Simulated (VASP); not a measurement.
# TaN (P6_3/mmc) in VASP: notebook

The runs below take TaN through single point, with PBEsol+U.

Everything below comes from runs of VASP 6.6.1. Logs are shortened: lines on timing, memory, paths and dates and some standing lists are left out, and cuts for length are marked.

## (1) The structure

It takes space group P6_3/mmc (No. 194, hexagonal). The conventional cell has a = 2.922 Å, b = 2.922 Å, c = 5.917 Å, α = 90.00°, β = 90.00°, γ = 120.00°. Around Ta (site symmetry -3m) lie 6 N at 2.24 Å. N (site symmetry -6m2) has 6 Ta at 2.24 Å as nearest neighbours.

The cell comes from a database or a generator and needn't be the stable form of this composition.

## (2) Single point, PBEsol+U

File INCAR:

```
SYSTEM = TaN
  ALGO = Fast
  EDIFF = 1E-6
  ENCUT = 520
  GGA = PS
  ISIF = 2
  ISMEAR = -1
  LASPH = .TRUE.
  LCHARG = .FALSE.
  LDAU = .TRUE.
  LDAUJ = 0 0
  LDAUL = 2 -1
  LDAUPRINT = 1
  LDAUTYPE = 2
  LDAUU = 3 0
  LMAXMIX = 4
  LREAL = .FALSE.
  LWAVE = .FALSE.
  NBANDS = 24
  NELM = 80
  PREC = Accurate
  SIGMA = 0.05
```

File KPOINTS:

```
k-points
0
G
  7 7 4
  0 0 0
```

File POSCAR:

```
TaN
1.0
    2.9217699809      0.0000000000      0.0000000000
   -1.4608849905      2.5303270275      0.0000000000
    0.0000000000      0.0000000000      5.9165150000
Ta N
2 2
Direct
    0.0000000000      0.0000000000      0.5000000000
    0.0000000000      0.0000000000      0.0000000000
    0.3333333333      0.6666666667      0.2500000000
    0.6666666667      0.3333333333      0.7500000000
```

Potentials or basis: VASP PAW PBE potentials, release 64 (Ta_pv, N).

The run is started by

```
cat potpaw_PBE.64/Ta_pv/POTCAR potpaw_PBE.64/N/POTCAR > POTCAR
mpirun -np 1 vasp_std > vasp.out
```

OUTCAR:

```text
SYSTEM = TaN
   EDIFF = 1E-6
   ENCUT = 520
   GGA = PS
   ISIF = 2
   ISMEAR = -1
   LASPH = .TRUE.
   LREAL = .FALSE.
   NELM = 80
   PREC = Accurate

 ion  position               nearest neighbor table
   1  0.000  0.000  0.500-   3 2.24   4 2.24   4 2.24   3 2.24   4 2.24   3 2.24   2 2.96   2 2.96

   2  0.000  0.000  0.000-   3 2.24   4 2.24   4 2.24   3 2.24   4 2.24   3 2.24   1 2.96   1 2.96

   3  0.333  0.667  0.250-   1 2.24   2 2.24   1 2.24   2 2.24   1 2.24   2 2.24
   4  0.667  0.333  0.750-   1 2.24   2 2.24   1 2.24   2 2.24   1 2.24   2 2.24

  LATTYP: Found a hexagonal cell.
 ALAT       =     2.9217699809
 C/A-ratio  =     2.0249763119

  Lattice vectors:

 A1 = (   2.9217699809,   0.0000000000,   0.0000000000)
 A2 = (  -1.4608849905,   2.5303270275,   0.0000000000)
 A3 = (   0.0000000000,   0.0000000000,   5.9165150000)

Analysis of symmetry for initial positions (statically):
=====================================================================
 Subroutine PRICEL returns:
 Original cell was already a primitive cell.

 Routine SETGRP: Setting up the symmetry group for a
 hexagonal supercell.

 Subroutine GETGRP returns: Found 24 space group operations
 (whereof 12 operations were pure point group operations)
 out of a pool of 24 trial point group operations.

The static configuration has the point symmetry D_3d.
 The point group associated with its full space group is D_6h.

Analysis of symmetry for dynamics (positions and initial velocities):
=====================================================================
 Subroutine PRICEL returns:
 Original cell was already a primitive cell.

 Routine SETGRP: Setting up the symmetry group for a
 hexagonal supercell.

 Subroutine GETGRP returns: Found 24 space group operations
 (whereof 12 operations were pure point group operations)
 out of a pool of 24 trial point group operations.

The dynamic configuration has the point symmetry D_3d.
 The point group associated with its full space group is D_6h.

 Subroutine INISYM returns: Found 24 space group operations
 (whereof 12 operations are pure point group operations),
 and found     1 'primitive' translations

----------------------------------------------------------------------------------------

                                     Primitive cell

  volume of cell :      43.7410

  direct lattice vectors                    reciprocal lattice vectors
     2.921769981  0.000000000  0.000000000     0.342258291  0.197602916  0.000000000
    -1.460884991  2.530327027  0.000000000     0.000000000  0.395205833  0.000000000
     0.000000000  0.000000000  5.916515000     0.000000000  0.000000000  0.169018417

  length of vectors
     2.921769981  2.921769981  5.916515000     0.395205833  0.395205833  0.169018417

  position of ions in fractional coordinates (direct lattice)
     0.000000000  0.000000000  0.500000000
     0.000000000  0.000000000  0.000000000
     0.333333333  0.666666667  0.250000000
     0.666666667  0.333333333  0.750000000

  ion indices of the primitive-cell ions
   primitive index   ion index
                 1           1
                 2           2
                 3           3
                 4           4

----------------------------------------------------------------------------------------

 KPOINTS: k-points

[... 99 lines left out ...]
   LEPSILON=     F    determine dielectric tensor
   LRPA    =     F    only Hartree local field effects (RPA)
 non-spin polarized calculation
 RMM-DIIS sequential band-by-band and
  energy-cutoff  :      520.00
  volume of cell :       43.74
 maximum number of plane-waves:      1223
 NGX is ok and might be reduce to    24
   NGX = 11   NGY = 11   NGZ = 23

atom =   1  type =  1  l = 2

 onsite density matrix

spin component  1

  0.2520 -0.0000  0.0000 -0.0290 -0.0000
 -0.0000  0.2150 -0.0000 -0.0000 -0.0290
  0.0000 -0.0000  0.2683 -0.0000  0.0000
 -0.0290 -0.0000 -0.0000  0.2150  0.0000
 -0.0000 -0.0290  0.0000  0.0000  0.2520

spin component  2

  0.2520 -0.0000  0.0000 -0.0290 -0.0000
 -0.0000  0.2150 -0.0000 -0.0000 -0.0290
  0.0000 -0.0000  0.2683 -0.0000  0.0000
 -0.0290 -0.0000 -0.0000  0.2150  0.0000
 -0.0000 -0.0290  0.0000  0.0000  0.2520

 occupancies and eigenvectors

  o =  0.1991  v = -0.4106 -0.4561  0.0000 -0.7489 -0.2501  0.0000  0.0000  0.0000  0.0000  0.0000      0.0000  0.0000  0.0000  0.0000  0.0000  0.0000  0.0000  0.0000  0.0000  0.0000
  o =  0.1991  v =  0.0000  0.0000  0.0000  0.0000  0.0000 -0.4106 -0.4561  0.0000 -0.7489 -0.2501      0.0000  0.0000  0.0000  0.0000  0.0000  0.0000  0.0000  0.0000  0.0000  0.0000
  o =  0.1991  v = -0.2501  0.7489  0.0000 -0.4561  0.4106  0.0000  0.0000  0.0000  0.0000  0.0000      0.0000  0.0000  0.0000  0.0000  0.0000  0.0000  0.0000  0.0000  0.0000  0.0000
  o =  0.1991  v =  0.0000  0.0000  0.0000  0.0000  0.0000 -0.2501  0.7489  0.0000 -0.4561  0.4106      0.0000  0.0000  0.0000  0.0000  0.0000  0.0000  0.0000  0.0000  0.0000  0.0000
  o =  0.2679  v =  0.0000  0.0000  0.0000  0.0000  0.0000  0.7488 -0.2501 -0.0000 -0.4106  0.4562      0.0000  0.0000  0.0000  0.0000  0.0000  0.0000  0.0000  0.0000  0.0000  0.0000
  o =  0.2679  v =  0.7488 -0.2501 -0.0000 -0.4106  0.4562  0.0000  0.0000  0.0000  0.0000  0.0000      0.0000  0.0000  0.0000  0.0000  0.0000  0.0000  0.0000  0.0000  0.0000  0.0000
  o =  0.2679  v =  0.0000  0.0000  0.0000  0.0000  0.0000  0.4562  0.4106 -0.0000 -0.2501 -0.7488      0.0000  0.0000  0.0000  0.0000  0.0000  0.0000  0.0000  0.0000  0.0000  0.0000
  o =  0.2679  v =  0.4562  0.4106 -0.0000 -0.2501 -0.7488  0.0000  0.0000  0.0000  0.0000  0.0000      0.0000  0.0000  0.0000  0.0000  0.0000  0.0000  0.0000  0.0000  0.0000  0.0000
  o =  0.2683  v =  0.0000 -0.0000  1.0000 -0.0000  0.0000  0.0000  0.0000  0.0000  0.0000  0.0000      0.0000  0.0000  0.0000  0.0000  0.0000  0.0000  0.0000  0.0000  0.0000  0.0000
  o =  0.2683  v =  0.0000  0.0000  0.0000  0.0000  0.0000  0.0000 -0.0000  1.0000 -0.0000  0.0000      0.0000  0.0000  0.0000  0.0000  0.0000  0.0000  0.0000  0.0000  0.0000  0.0000

atom =   2  type =  1  l = 2

 onsite density matrix

spin component  1

  0.2520  0.0000  0.0000  0.0290 -0.0000
  0.0000  0.2150  0.0000 -0.0000  0.0290
  0.0000  0.0000  0.2683  0.0000  0.0000
  0.0290 -0.0000  0.0000  0.2150 -0.0000
 -0.0000  0.0290  0.0000 -0.0000  0.2520

spin component  2

  0.2520  0.0000  0.0000  0.0290 -0.0000
  0.0000  0.2150  0.0000 -0.0000  0.0290
  0.0000  0.0000  0.2683  0.0000  0.0000
  0.0290 -0.0000  0.0000  0.2150 -0.0000
 -0.0000  0.0290  0.0000 -0.0000  0.2520

 occupancies and eigenvectors

  o =  0.1991  v = -0.4106  0.4561  0.0000  0.7489 -0.2501  0.0000  0.0000  0.0000  0.0000  0.0000      0.0000  0.0000  0.0000  0.0000  0.0000  0.0000  0.0000  0.0000  0.0000  0.0000
  o =  0.1991  v =  0.0000  0.0000  0.0000  0.0000  0.0000 -0.4106  0.4561  0.0000  0.7489 -0.2501      0.0000  0.0000  0.0000  0.0000  0.0000  0.0000  0.0000  0.0000  0.0000  0.0000
  o =  0.1991  v = -0.2501 -0.7489  0.0000  0.4561  0.4106  0.0000  0.0000  0.0000  0.0000  0.0000      0.0000  0.0000  0.0000  0.0000  0.0000  0.0000  0.0000  0.0000  0.0000  0.0000
  o =  0.1991  v =  0.0000  0.0000  0.0000  0.0000  0.0000 -0.2501 -0.7489  0.0000  0.4561  0.4106      0.0000  0.0000  0.0000  0.0000  0.0000  0.0000  0.0000  0.0000  0.0000  0.0000
  o =  0.2679  v =  0.0000  0.0000  0.0000  0.0000  0.0000  0.7489  0.2501 -0.0000  0.4106  0.4561      0.0000  0.0000  0.0000  0.0000  0.0000  0.0000  0.0000  0.0000  0.0000  0.0000
  o =  0.2679  v =  0.7489  0.2501 -0.0000  0.4106  0.4561  0.0000  0.0000  0.0000  0.0000  0.0000      0.0000  0.0000  0.0000  0.0000  0.0000  0.0000  0.0000  0.0000  0.0000  0.0000
  o =  0.2679  v =  0.0000  0.0000  0.0000  0.0000  0.0000  0.4561 -0.4106 -0.0000  0.2501 -0.7489      0.0000  0.0000  0.0000  0.0000  0.0000  0.0000  0.0000  0.0000  0.0000  0.0000
  o =  0.2679  v =  0.4561 -0.4106 -0.0000  0.2501 -0.7489  0.0000  0.0000  0.0000  0.0000  0.0000      0.0000  0.0000  0.0000  0.0000  0.0000  0.0000  0.0000  0.0000  0.0000  0.0000
  o =  0.2683  v =  0.0000  0.0000  1.0000  0.0000  0.0000  0.0000  0.0000  0.0000  0.0000  0.0000      0.0000  0.0000  0.0000  0.0000  0.0000  0.0000  0.0000  0.0000  0.0000  0.0000
  o =  0.2683  v =  0.0000  0.0000  0.0000  0.0000  0.0000  0.0000  0.0000  1.0000  0.0000  0.0000      0.0000  0.0000  0.0000  0.0000  0.0000  0.0000  0.0000  0.0000  0.0000  0.0000

 number of electron      32.0000005 magnetization

 Free energy of the ion-electron system (eV)
  ---------------------------------------------------
  ext. energy  EPLUGINS =         0.00000000
  ---------------------------------------------------
  free energy    TOTEN  =       -41.20273415 eV

  energy without entropy =      -41.19103349  energy(sigma->0) =      -41.19688382

 E-fermi :   8.2716     XC(G=0): -13.4353

 val. band max:        8.2168200309   @ k =   0.1429   0.0000   0.2500
 cond. band min:       8.2815267898   @ k =   0.1429   0.0000   0.0000
 fundamental gap:      0.0647067589
 Fermi energy:         8.2716241526

 k-point     1 :       0.0000    0.0000    0.0000
  band No.  band energies     occupation
      1     -27.8328      2.00000
      2     -27.0980      2.00000
      3     -26.8535      2.00000
      4     -26.8535      2.00000
      5     -26.7936      2.00000
      6     -26.7936      2.00000
[... 637 lines left out ...]
     23      16.5245      0.00000
     24      16.5245      0.00000

------------------------ aborting loop because EDIFF is reached ----------------------------------------

  FORCE on cell =-STRESS in cart. coord.  units (eV):
  Direction    XX          YY          ZZ          XY          YZ          ZX
  --------------------------------------------------------------------------------------
  -------------------------------------------------------------------------------------
  Total       -0.4239728     -0.4239728      0.4395304      0.0000000     -0.0000000      0.0000000
  in kB      -15.5295871    -15.5295871     16.0994416      0.0000000     -0.0000000      0.0000000
  external PRESSURE =      -4.9865775 kB  Pullay stress =       0.0000000 kB

 VOLUME and BASIS-vectors are now :
 -----------------------------------------------------------------------------
  energy-cutoff  :      520.00
  volume of cell :       43.74
      direct lattice vectors                 reciprocal lattice vectors
     2.921769981  0.000000000  0.000000000     0.342258291  0.197602916  0.000000000
    -1.460884991  2.530327027  0.000000000     0.000000000  0.395205833  0.000000000
     0.000000000  0.000000000  5.916515000     0.000000000  0.000000000  0.169018417

 POSITION                                       TOTAL-FORCE (eV/Angst)
 -----------------------------------------------------------------------------------
      0.00000      0.00000      2.95826         0.000000      0.000000      0.000000
      0.00000      0.00000      0.00000         0.000000      0.000000      0.000000
     -0.00000      1.68688      1.47913         0.000000     -0.000000     -0.000000
      1.46088      0.84344      4.43739        -0.000000      0.000000     -0.000000
 -----------------------------------------------------------------------------------
    total drift:                               -0.000000      0.000000      0.000000

  FREE ENERGIE OF THE ION-ELECTRON SYSTEM (eV)
  ---------------------------------------------------
  free  energy   TOTEN  =       -41.2027341474 eV

  energy  without entropy=      -41.1910334858  energy(sigma->0) =      -41.19688382
```

It took 23 s on 1 thread of AMD EPYC 9R14 (Zen 4), shared host; peak memory 0.14 GiB.

Results:

| Quantity | Value |
| --- | --- |
| Free energy | -41.2027 eV |
| Pressure | -0.5 GPa |
| Band gap on the k mesh | none (metal or under the smearing width) |

Stress tensor (GPa, compression positive):
```
-1.55  0.00  0.00
 0.00 -1.55  0.00
 0.00  0.00  1.61
```

Levels at points of the mesh, in eV from the Fermi level:
```
           k point  band 14  band 15  band 16  band 17  band 18  band 19
(0.00, 0.00, 0.00)    -2.07    -2.07    -0.08    -0.08     0.67     0.67
(0.00, 0.00, 0.50)    -3.82    -0.64    -0.64     1.07     1.07     1.07
```

Eigenvalues of the final occupation matrices:
| site | spin | trace | eigenvalues |
| --- | --- | --- | --- |
| site 1 d | 1 | 1.20 | 0.20 0.20 0.27 0.27 0.27 |
| site 1 d | 2 | 1.20 | 0.20 0.20 0.27 0.27 0.27 |
| site 2 d | 1 | 1.20 | 0.20 0.20 0.27 0.27 0.27 |
| site 2 d | 2 | 1.20 | 0.20 0.20 0.27 0.27 0.27 |

Caveat: the PAW data sets were made with another functional, which shifts forces and pressure a little; U without spin polarisation on a metal has little footing.

(Part 1 of 2 ends here.)
